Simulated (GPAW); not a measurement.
# Ni (Fm-3m) in GPAW: notebook

Aim: see how the results for Ni move with the level of theory and the settings. Levels: PBEsol+D3, PBEsol+D3(BJ), PBEsol+D3(BJ)+ATM. Tasks: relaxation of cell and atoms.

All numbers are computed with GPAW 26.7.0; they aren't measurements. Logs are shortened: lines on timing, memory, paths and dates and some standing lists are left out, and cuts for length are marked. The log counts tension as positive stress, the text compression.

## 1. The crystal as given

It takes space group Fm-3m (No. 225, cubic). Conventional cell: a = 3.475 Å, b = 3.475 Å, c = 3.475 Å, α = 90.00°, β = 90.00°, γ = 90.00°. Around Ni (site symmetry m-3m) lie 12 Ni at 2.46 Å.

## 2. Relaxation of cell and atoms, PBEsol+D3, collinear spin, ferromagnetic start

The input, run.py:

```python
from ase import Atoms
from ase.calculators.mixing import SumCalculator
from ase.filters import FrechetCellFilter
from ase.io import write
from ase.optimize import BFGS
from dftd3.ase import DFTD3
from gpaw import GPAW, PW, setup_paths

setup_paths.insert(0, '.')

atoms = Atoms(['Ni'],
              cell=[[0.0, 1.737572933, 1.737572933],
                    [1.737572933, 0.0, 1.737572933],
                    [1.737572933, 1.737572933, 0.0]],
              scaled_positions=[[0.0, 0.0, 0.0]],
              pbc=True)
atoms.set_initial_magnetic_moments([1.0])

calc = GPAW(mode=PW(600),
            xc='PBEsol',
            kpts={'size': (13, 13, 13), 'gamma': True},
            occupations={'name': 'fermi-dirac', 'width': 0.05},
            nbands=17,
            convergence={'density': 1e-05, 'forces': 0.0001},
            maxiter=150,
            txt='gpaw.txt')
atoms.calc = SumCalculator([calc, DFTD3(method='pbesol', damping='d3zero')])
opt = BFGS(FrechetCellFilter(atoms), trajectory='relax.traj', logfile='-')
done = opt.run(fmax=0.02, steps=60)
calc.write('gs.gpw')
write('result.traj', atoms)
print('Converged:', done)
print('Cell:', atoms.cell.cellpar().round(4))
print('Volume:', round(atoms.get_volume(), 4))
print(atoms.get_scaled_positions().round(5))
```

Potentials or basis: PAW data sets generated in the run's folder for this functional, pw.

Command:

```console
$ gpaw-setup -f PBEsol Ni
$ OMP_NUM_THREADS=1 python run.py
```

gpaw.txt:

```text
__  _  _
 | _ |_)|_||  |
 |__||  | ||/\| - 26.7.0

Input parameters:
  mode=PW(ecut=600.0),
  convergence={'density': 1e-05, 'forces': 0.0001},
  kpts=MonkhorstPack(size=(13, 13, 13), gamma=True),
  maxiter=150,
  nbands=17,
  occupations=Occupations(name='fermi-dirac', width=0.05),
  xc=XC(name='PBEsol')

Diagonalizing LCAO Hamiltonian
Converting LCAO to pw mode

       Ni

Atoms  # Å, Bohr magnetons
|   | symbol |        x |        y |        z |    initial magnetic moments |
|---|--------|----------|----------|----------|-----------------------------|
| 0 |     Ni | 0.000000 | 0.000000 | 0.000000 | ( 0.0000,  0.0000,  1.0000) |

Unit cell  # Å
| periodic |        x |        y |        z |  lengths |    angles |
|----------|----------|----------|----------|----------|-----------|
|      yes | 0.000000 | 1.737573 | 1.737573 | 2.457299 | 60.000000 |
|      yes | 1.737573 | 0.000000 | 1.737573 | 2.457299 | 60.000000 |
|      yes | 1.737573 | 1.737573 | 0.000000 | 2.457299 | 60.000000 |

Number of symmetries: 48
Symmetry operations  # r_c * U_cc + t_c -> r_c
|    | kind |            matrix            |
|----|------|------------------------------|
|  0 |  σ   |  1, 0, 0,  1, 0,-1,  1,-1, 0 |
|  1 |  C2  |  1, 0, 0,  1,-1, 0,  1, 0,-1 |
|  2 |  E   |  1, 0, 0,  0, 1, 0,  0, 0, 1 |
|  3 |  σ   |  1, 0, 0,  0, 0, 1,  0, 1, 0 |
|  4 |  C4  |  1, 0,-1,  1, 0, 0,  1,-1, 0 |
|  5 |  S6  |  1, 0,-1,  1,-1, 0,  1, 0, 0 |
|  6 |  σ   |  1, 0,-1,  0, 1,-1,  0, 0,-1 |
|  7 |  C3  |  1, 0,-1,  0, 0,-1,  0, 1,-1 |
|  8 |  S6  |  1,-1, 0,  1, 0, 0,  1, 0,-1 |
|  9 |  C4  |  1,-1, 0,  1, 0,-1,  1, 0, 0 |
| 10 |  C3  |  1,-1, 0,  0,-1, 1,  0,-1, 0 |
| 11 |  σ   |  1,-1, 0,  0,-1, 0,  0,-1, 1 |
| 12 |  σ   |  0, 1, 0,  1, 0, 0,  0, 0, 1 |
| 13 |  C4  |  0, 1, 0,  0, 1,-1, -1, 1, 0 |
| 14 |  C3  |  0, 1, 0,  0, 0, 1,  1, 0, 0 |
| 15 |  S6  |  0, 1, 0, -1, 1, 0,  0, 1,-1 |
| 16 |  C2  |  0, 1,-1,  1, 0,-1,  0, 0,-1 |
| 17 |  σ   |  0, 1,-1,  0, 1, 0, -1, 1, 0 |
| 18 |  S4  |  0, 1,-1,  0, 0,-1,  1, 0,-1 |
| 19 |  C4  |  0, 1,-1, -1, 1, 0,  0, 1, 0 |
| 20 |  C3  |  0, 0, 1,  1, 0, 0,  0, 1, 0 |
| 21 |  σ   |  0, 0, 1,  0, 1, 0,  1, 0, 0 |
[... 136 lines left out ...]
SCF iterations
|iter     | |      energy | eigst |  dens |force |  magmom |
|---------|-|-------------|-------|-------|------|---------|
|iter:   1| |   -7.817900 | -0.01 |       |      |  +1.0008|
|iter:   2| |   -7.829434 | -2.97 | -1.49 |      |  +0.9844|
|iter:   3| |   -7.943653 | -2.56 | -1.51 |      |  +0.7370|
|iter:   4| |   -7.952641 | -2.94 | -1.91 |      |  +0.5908|
|iter:   5| |   -7.950301 | -3.87 | -2.07 |      |  +0.6355|
|iter:   6| |   -7.950312c| -6.79 | -3.36 |      |  +0.6340|
|iter:   7| |   -7.950325c| -7.04 | -3.62 |      |  +0.6324|
|iter:   8| |   -7.950326c| -7.83c| -4.40 |      |  +0.6323|
|iter:   9| |   -7.950328c| -8.13c| -4.67 |      |  +0.6323|
|iter:  10| |   -7.950328c| -8.41c| -5.00 |      |  +0.6323|
|iter:  11| |   -7.950328c| -8.08c| -5.25c|      |  +0.6323|
|iter:  12| |   -7.950328c| -9.97c| -6.42c|-24.88c|  +0.6323|

Converged in 12 steps
Energy contributions relative to reference atoms: (reference = -41332.588830)

Energy contributions:
  Kinetic:           5.501895
  Coulomb:          -3.568975
  Zero:              0.072188
  External:          0.000000
  Xc:               -9.949231
  Entropy:          -0.012409
  Spinorbit:         0.000000
  ----------------------------
  Free energy:      -7.956533
  Extrapolated:     -7.950328

dipole moment: (-7.149331, -7.149331, -7.149331)  # |e|*Ang

Total magnetic moment: (0.000000, 0.000000, 0.632268)
[... 28 lines left out ...]
No gap
No difference between direct/indirect transitions

Stress tensor  # eV/Ang^3
|         x |         y |         z |
|-----------|-----------|-----------|
| -0.003949 | -0.000000 |  0.000000 |
| -0.000000 | -0.003949 | -0.000000 |
|  0.000000 | -0.000000 | -0.003949 |

Forces  # eV/Ang
|       x |        y |        z |
|---------|----------|----------|
| 0.00000 | -0.00000 | -0.00000 |  # Ni   0

Interpolating wave functions to new cell

       Ni

Atoms  # Å, Bohr magnetons
|   | symbol |        x |         y |         z |    initial magnetic moments |
|---|--------|----------|-----------|-----------|-----------------------------|
| 0 |     Ni | 0.000000 | -0.000000 | -0.000000 | ( 0.0000,  0.0000,  0.6644) |

Unit cell  # Å
| periodic |         x |        y |         z |  lengths |    angles |
|----------|-----------|----------|-----------|----------|-----------|
|      yes | -0.000000 | 1.728222 |  1.728222 | 2.444075 | 60.000000 |
|      yes |  1.728222 | 0.000000 |  1.728222 | 2.444075 | 60.000000 |
|      yes |  1.728222 | 1.728222 | -0.000000 | 2.444075 | 60.000000 |

Number of symmetries: 48
Symmetry operations  # r_c * U_cc + t_c -> r_c
|    | kind |            matrix            |
|----|------|------------------------------|
|  0 |  σ   |  1, 0, 0,  1, 0,-1,  1,-1, 0 |
|  1 |  C2  |  1, 0, 0,  1,-1, 0,  1, 0,-1 |
|  2 |  E   |  1, 0, 0,  0, 1, 0,  0, 0, 1 |
|  3 |  σ   |  1, 0, 0,  0, 0, 1,  0, 1, 0 |
|  4 |  C4  |  1, 0,-1,  1, 0, 0,  1,-1, 0 |
|  5 |  S6  |  1, 0,-1,  1,-1, 0,  1, 0, 0 |
|  6 |  σ   |  1, 0,-1,  0, 1,-1,  0, 0,-1 |
|  7 |  C3  |  1, 0,-1,  0, 0,-1,  0, 1,-1 |
|  8 |  S6  |  1,-1, 0,  1, 0, 0,  1, 0,-1 |
|  9 |  C4  |  1,-1, 0,  1, 0,-1,  1, 0, 0 |
| 10 |  C3  |  1,-1, 0,  0,-1, 1,  0,-1, 0 |
| 11 |  σ   |  1,-1, 0,  0,-1, 0,  0,-1, 1 |
| 12 |  σ   |  0, 1, 0,  1, 0, 0,  0, 0, 1 |
| 13 |  C4  |  0, 1, 0,  0, 1,-1, -1, 1, 0 |
| 14 |  C3  |  0, 1, 0,  0, 0, 1,  1, 0, 0 |
| 15 |  S6  |  0, 1, 0, -1, 1, 0,  0, 1,-1 |
| 16 |  C2  |  0, 1,-1,  1, 0,-1,  0, 0,-1 |
| 17 |  σ   |  0, 1,-1,  0, 1, 0, -1, 1, 0 |
| 18 |  S4  |  0, 1,-1,  0, 0,-1,  1, 0,-1 |
| 19 |  C4  |  0, 1,-1, -1, 1, 0,  0, 1, 0 |
| 20 |  C3  |  0, 0, 1,  1, 0, 0,  0, 1, 0 |
| 21 |  σ   |  0, 0, 1,  0, 1, 0,  1, 0, 0 |
[... 136 lines left out ...]
SCF iterations
|iter     | |      energy | eigst |  dens |force |  magmom |
|---------|-|-------------|-------|-------|------|---------|
|iter:   1| |   -7.951502 | -2.24 |       |      |  +0.6323|
|iter:   2| |   -7.950028 | -5.50 | -2.20 |      |  +0.6324|
|iter:   3| |   -7.947650c| -4.86 | -2.29 |      |  +0.6328|
|iter:   4| |   -7.947645c| -5.98 | -2.96 |      |  +0.6323|
|iter:   5| |   -7.947670c| -5.48 | -3.11 |      |  +0.6314|
|iter:   6| |   -7.947670c| -7.83c| -3.83 |      |  +0.6312|
|iter:   7| |   -7.947671c| -7.62c| -3.94 |      |  +0.6308|
|iter:   8| |   -7.947671c| -7.72c| -4.56 |      |  +0.6308|
|iter:   9| |   -7.947670c| -9.30c| -4.79 |      |  +0.6308|
|iter:  10| |   -7.947670c|-10.09c| -5.96c|      |  +0.6308|
|iter:  11| |   -7.947670c|-10.70c| -6.42c|-25.87c|  +0.6308|

Converged in 11 steps
Energy contributions relative to reference atoms: (reference = -41332.588830)

Energy contributions:
  Kinetic:           6.258505
  Coulomb:          -4.145840
  Zero:              0.068876
  External:          0.000000
  Xc:              -10.123151
  Entropy:          -0.012120
  Spinorbit:         0.000000
  ----------------------------
  Free energy:      -7.953730
  Extrapolated:     -7.947670

dipole moment: (-7.114512, -7.114512, -7.114512)  # |e|*Ang

Total magnetic moment: (0.000000, 0.000000, 0.630847)
[... 28 lines left out ...]
No gap
No difference between direct/indirect transitions

Stress tensor  # eV/Ang^3
|         x |         y |         z |
|-----------|-----------|-----------|
| -0.028951 |  0.000000 | -0.000000 |
|  0.000000 | -0.028951 | -0.000000 |
| -0.000000 | -0.000000 | -0.028951 |

Forces  # eV/Ang
|       x |       y |       z |
|---------|---------|---------|
| 0.00000 | 0.00000 | 0.00000 |  # Ni   0

Interpolating wave functions to new cell

       Ni

Atoms  # Å, Bohr magnetons
|   | symbol |        x |        y |        z |    initial magnetic moments |
|---|--------|----------|----------|----------|-----------------------------|
| 0 |     Ni | 0.000000 | 0.000000 | 0.000000 | ( 0.0000,  0.0000,  0.6618) |

Unit cell  # Å
| periodic |        x |        y |         z |  lengths |    angles |
|----------|----------|----------|-----------|----------|-----------|
|      yes | 0.000000 | 1.723300 |  1.723300 | 2.437114 | 60.000000 |
|      yes | 1.723300 | 0.000000 |  1.723300 | 2.437114 | 60.000000 |
|      yes | 1.723300 | 1.723300 | -0.000000 | 2.437114 | 60.000000 |

Number of symmetries: 48
Symmetry operations  # r_c * U_cc + t_c -> r_c
|    | kind |            matrix            |
|----|------|------------------------------|
|  0 |  σ   |  1, 0, 0,  1, 0,-1,  1,-1, 0 |
|  1 |  C2  |  1, 0, 0,  1,-1, 0,  1, 0,-1 |
|  2 |  E   |  1, 0, 0,  0, 1, 0,  0, 0, 1 |
|  3 |  σ   |  1, 0, 0,  0, 0, 1,  0, 1, 0 |
|  4 |  C4  |  1, 0,-1,  1, 0, 0,  1,-1, 0 |
|  5 |  S6  |  1, 0,-1,  1,-1, 0,  1, 0, 0 |
|  6 |  σ   |  1, 0,-1,  0, 1,-1,  0, 0,-1 |
|  7 |  C3  |  1, 0,-1,  0, 0,-1,  0, 1,-1 |
|  8 |  S6  |  1,-1, 0,  1, 0, 0,  1, 0,-1 |
|  9 |  C4  |  1,-1, 0,  1, 0,-1,  1, 0, 0 |
| 10 |  C3  |  1,-1, 0,  0,-1, 1,  0,-1, 0 |
| 11 |  σ   |  1,-1, 0,  0,-1, 0,  0,-1, 1 |
| 12 |  σ   |  0, 1, 0,  1, 0, 0,  0, 0, 1 |
| 13 |  C4  |  0, 1, 0,  0, 1,-1, -1, 1, 0 |
| 14 |  C3  |  0, 1, 0,  0, 0, 1,  1, 0, 0 |
| 15 |  S6  |  0, 1, 0, -1, 1, 0,  0, 1,-1 |
| 16 |  C2  |  0, 1,-1,  1, 0,-1,  0, 0,-1 |
| 17 |  σ   |  0, 1,-1,  0, 1, 0, -1, 1, 0 |
| 18 |  S4  |  0, 1,-1,  0, 0,-1,  1, 0,-1 |
| 19 |  C4  |  0, 1,-1, -1, 1, 0,  0, 1, 0 |
| 20 |  C3  |  0, 0, 1,  1, 0, 0,  0, 1, 0 |
| 21 |  σ   |  0, 0, 1,  0, 1, 0,  1, 0, 0 |
[... 128 lines left out ...]
convergence criteria:
- Maximum integral of absolute [dens]ity change: 1e-05 electrons / valence electron
- Maximum change in the atomic [forces] across last 2 cycles: 0.0001 eV/Ang OR
Maximum error relative to the maximum force is below inf
- Maximum [total energy] change in last 3 cyles: 0.0005 eV / valence electron
- Maximum integral of absolute [eigenst]ate change: 4e-08 eV^2 / valence electron
maximum number of iterations: 150

SCF iterations
|iter     | |      energy | eigst |  dens |force |  magmom |
|---------|-|-------------|-------|-------|------|---------|
|iter:   1| |   -7.945623 | -2.78 |       |      |  +0.6308|
|iter:   2| |   -7.945216 | -6.07 | -2.48 |      |  +0.6309|
|iter:   3| |   -7.944549c| -5.43 | -2.57 |      |  +0.6311|
|iter:   4| |   -7.944548c| -6.54 | -3.23 |      |  +0.6309|
|iter:   5| |   -7.944555c| -6.04 | -3.39 |      |  +0.6304|
|iter:   6| |   -7.944555c| -8.39c| -4.11 |      |  +0.6302|
|iter:   7| |   -7.944555c| -8.18c| -4.22 |      |  +0.6301|
|iter:   8| |   -7.944555c| -8.27c| -4.84 |      |  +0.6301|
|iter:   9| |   -7.944555c| -7.80c| -5.07c|      |  +0.6301|
|iter:  10| |   -7.944555c|-10.08c| -6.23c|-25.19c|  +0.6301|

Converged in 10 steps
Energy contributions relative to reference atoms: (reference = -41332.588830)

Energy contributions:
  Kinetic:           6.677175
  Coulomb:          -4.465392
  Zero:              0.067054
  External:          0.000000
  Xc:              -10.217408
  Entropy:          -0.011968
  Spinorbit:         0.000000
  ----------------------------
  Free energy:      -7.950539
  Extrapolated:     -7.944555

dipole moment: (-7.096133, -7.096133, -7.096133)  # |e|*Ang

Total magnetic moment: (0.000000, 0.000000, 0.630079)
[... 28 lines left out ...]
No gap
No difference between direct/indirect transitions

Stress tensor  # eV/Ang^3
|         x |         y |         z |
|-----------|-----------|-----------|
| -0.042969 | -0.000000 | -0.000000 |
| -0.000000 | -0.042969 | -0.000000 |
| -0.000000 | -0.000000 | -0.042969 |

Forces  # eV/Ang
|       x |       y |        z |
|---------|---------|----------|
| 0.00000 | 0.00000 | -0.00000 |  # Ni   0

# Writing to gs.gpw (mode='')
```

It took 33 s on 1 thread of AMD EPYC 9R45 (Zen 5), shared host; peak memory 0.18 GiB.

Results:

| Item | Value |
| --- | --- |
| Free energy | -8.2890 eV |
| Relaxed volume | 10.24 Å³/atom |
| Relaxed cell | a = 2.437 Å, b = 2.437 Å, c = 2.437 Å, α = 60.00°, β = 60.00°, γ = 60.00° |
| Space group after relaxing (to 0.05 Å) | Fm-3m (No. 225) |
| Energy gained by relaxing | 4.8 meV/atom |
| Ionic steps | 3 |
| Pressure after relaxing | 0.1 GPa |
| Band gap on the k mesh | none (metal or under the smearing width) |
| Net moment | 0.63 μB per cell |
| Site moments | Ni +0.66 μB |
| Dispersion energy per atom | -0.338 eV |

The path:
```
step  energy change (eV)  largest force (eV/Å)  pressure (GPa)  volume (Å³)
   1              0.0000                0.0000           -5.77        10.49
   2             -0.0042                0.0000           -2.03        10.32
   3             -0.0048                0.0000            0.08        10.24
```

Final structure:
```
Ni
1.0
     0.00000    1.72330    1.72330
     1.72330    0.00000    1.72330
     1.72330    1.72330    0.00000
Ni
1
Direct
  0.00000 0.00000 0.00000
```

Caveat: each step starts from the last one's moments, so a moment once lost doesn't come back; the stock nickel data set gives pressures a few GPa off other programs; later steps reuse the first step's grids; pairwise dispersion overbinds metals, which lowers pressure and volume.

## 3. Relaxation of cell and atoms, PBEsol+D3(BJ), collinear spin, ferromagnetic start

Edit run.py of step 2 so:

```diff
@@ -26,3 +26,3 @@
             txt='gpaw.txt')
-atoms.calc = SumCalculator([calc, DFTD3(method='pbesol', damping='d3zero')])
+atoms.calc = SumCalculator([calc, DFTD3(method='pbesol', damping='d3bj')])
 opt = BFGS(FrechetCellFilter(atoms), trajectory='relax.traj', logfile='-')
```

Potentials or basis: PAW data sets generated in the run's folder for this functional, pw.

Command:

```console
$ gpaw-setup -f PBEsol Ni
$ OMP_NUM_THREADS=1 python run.py
```

Run time: 33 s. Hardware: 1 thread of AMD EPYC 9R45 (Zen 5), shared host; peak memory 0.18 GiB.

Results (log left out):

```
Free energy                            : -8.3938 eV
Relaxed volume                         : 10.23 Å³/atom
Relaxed cell                           : a = 2.437 Å, b = 2.437 Å, c = 2.437 Å, α = 60.00°, β = 60.00°, γ = 60.00°
Space group after relaxing (to 0.05 Å) : Fm-3m (No. 225)
Energy gained by relaxing              : 5.1 meV/atom
Ionic steps                            : 3
Pressure after relaxing                : 0.1 GPa
Band gap on the k mesh                 : none (metal or under the smearing width)
Net moment                             : 0.63 μB per cell
Site moments                           : Ni +0.66 μB
Dispersion energy per atom             : -0.444 eV
```

Step by step:
| step | energy change (eV) | largest force (eV/Å) | pressure (GPa) | volume (Å³) |
| --- | --- | --- | --- | --- |
| 1 | 0.0000 | 0.0000 | -5.97 | 10.49 |
| 2 | -0.0045 | 0.0000 | -2.06 | 10.32 |
| 3 | -0.0051 | 0.0000 | 0.08 | 10.23 |

Final structure:
```yaml
crystal:
  lattice:
    - [0.00000, 1.72294, 1.72294]
    - [1.72294, 0.00000, 1.72294]
    - [1.72294, 1.72294, 0.00000]
  atoms:
    - { symbol: Ni, position: [0.00000, 0.00000, 0.00000] }
```

Levels at points of the mesh, in eV from the Fermi level:
Spin up:
| k point | band 4 | band 5 | band 6 | band 7 | band 8 | band 9 | band 10 | band 11 | band 12 | band 13 |
| --- | --- | --- | --- | --- | --- | --- | --- | --- | --- | --- |
| (0.00, 0.00, 0.00) | -9.69 | -2.66 | -2.66 | -2.66 | -1.36 | -1.36 | 24.14 | 28.23 | 28.23 | 28.23 |
Spin down:
```tsv
k point	band 5	band 6	band 7	band 8	band 9	band 10	band 11	band 12
(0.00, 0.00, 0.00)	-1.93	-1.93	-1.93	-0.73	-0.73	24.02	28.23	28.23
```

Caveat: each step starts from the last one's moments, so a moment once lost doesn't come back; the stock nickel data set gives pressures a few GPa off other programs; later steps reuse the first step's grids; pairwise dispersion overbinds metals, which lowers pressure and volume.

## 4. Relaxation of cell and atoms, PBEsol+D3(BJ)+ATM, collinear spin, ferromagnetic start

Edit run.py of step 3 so:

```diff
@@ -26,3 +26,3 @@
             txt='gpaw.txt')
-atoms.calc = SumCalculator([calc, DFTD3(method='pbesol', damping='d3bj')])
+atoms.calc = SumCalculator([calc, DFTD3(damping='d3bj', params_tweaks=dict(method='pbesol', atm=True))])
 opt = BFGS(FrechetCellFilter(atoms), trajectory='relax.traj', logfile='-')
```

Command:

```console
$ gpaw-setup -f PBEsol Ni
$ OMP_NUM_THREADS=1 python run.py
```

It took 35 s on 1 thread of AMD EPYC 9R45 (Zen 5), shared host; peak memory 0.18 GiB.

It converged, with:

| Item | Value |
| --- | --- |
| Free energy | -8.3376 eV |
| Relaxed volume | 10.30 Å³/atom |
| Relaxed cell | a = 2.442 Å, b = 2.442 Å, c = 2.442 Å, α = 60.00°, β = 60.00°, γ = 60.00° |
| Space group after relaxing (to 0.05 Å) | Fm-3m (No. 225) |
| Energy gained by relaxing | 2.7 meV/atom |
| Ionic steps | 3 |
| Pressure after relaxing | 0.0 GPa |
| Band gap on the k mesh | none (metal or under the smearing width) |
| Net moment | 0.63 μB per cell |
| Site moments | Ni +0.66 μB |
| Dispersion energy per atom | -0.385 eV |

Step by step:
| step | energy change (eV) | largest force (eV/Å) | pressure (GPa) | volume (Å³) |
| --- | --- | --- | --- | --- |
| 1 | 0.0000 | 0.0000 | -4.37 | 10.49 |
| 2 | -0.0024 | 0.0000 | -1.48 | 10.36 |
| 3 | -0.0027 | 0.0000 | 0.04 | 10.30 |

Final structure:
```cif
data_structure
_symmetry_space_group_name_H-M 'P 1'
_symmetry_Int_Tables_number 1
_cell_length_a 2.4423
_cell_length_b 2.4423
_cell_length_c 2.4423
_cell_angle_alpha 60.000
_cell_angle_beta 60.000
_cell_angle_gamma 60.000
_cell_volume 10.30
loop_
_atom_site_label
_atom_site_type_symbol
_atom_site_fract_x
_atom_site_fract_y
_atom_site_fract_z
_atom_site_occupancy
Ni1 Ni 0.00000 0.00000 0.00000 1
```

Levels at points of the mesh, in eV from the Fermi level:
Spin up:
```tsv
k point	band 6	band 7	band 8	band 9	band 10	band 11
(0.00, 0.00, 0.00)	-2.64	-2.64	-1.35	-1.35	24.08	28.11
```
Spin down:
```
           k point  band 6  band 7  band 8  band 9  band 10  band 11
(0.00, 0.00, 0.00)   -1.91   -1.91   -0.72   -0.72    23.95    28.11
```

Caveat: each step starts from the last one's moments, so a moment once lost doesn't come back; the stock nickel data set gives pressures a few GPa off other programs; later steps reuse the first step's grids; pairwise dispersion overbinds metals, which lowers pressure and volume.

## 5. Summary

```csv
level,gap on the mesh (eV),pressure (GPa),moment (μB),relaxed volume (Å³/atom)
PBEsol+D3,none,0.1,0.63,10.24
PBEsol+D3(BJ),none,0.1,0.63,10.23
PBEsol+D3(BJ)+ATM,none,0.0,0.63,10.30
```

Alike in all rows: task relaxation of cell and atoms; potentials or basis PAW data sets generated in the run's folder for this functional, pw; spin collinear, ferromagnetic start; cell relaxed; k mesh 13 × 13 × 13; cutoff (eV) 600; smearing fermi-dirac 0.05 eV.

Caveats: each step starts from the last one's moments, so a moment once lost doesn't come back; the stock nickel data set gives pressures a few GPa off other programs; later steps reuse the first step's grids; pairwise dispersion overbinds metals, which lowers pressure and volume.

Absolute energies hang on the potentials; compare differences alone.
